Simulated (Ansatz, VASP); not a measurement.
**One calculation of Ni, two programs**

```xyz
1
Lattice="-1.1844 1.1844 1.1844 1.1844 -1.1844 1.1844 1.1844 1.1844 -1.1844" Properties=species:S:1:pos:R:3 pbc="T T T"
Ni    0.0000    0.0000    0.0000
```

Alike in both runs: functional PBE; k mesh 23 × 23 × 23; occupations fermi-dirac, width 0.1 eV; collinear spin.

Ansatz relaxed the structure, and its values are those at the end. VASP's run is a single point on that final structure, the one shown.

|  | VASP | Ansatz |
| --- | --- | --- |
| version | VASP 6.6.1 | Ansatz 0.2.0 |
| potentials or method | VASP PAW PBE potentials, release 64 (Ni) | PAW with Ansatz's default frozen-core files, scalar-relativistic |
| plane-wave cutoff (eV) | 520 | 420 |
| valence electrons in the cell | 10 | 18 |

|  | VASP | Ansatz | Ansatz less VASP |
| --- | --- | --- | --- |
| net moment per atom (μB) | 0.00 | 0.00 | 0.000 |

The two sets of potentials don't hold the same shells in valence. Ansatz warned: «seeded_moment_not_kept».
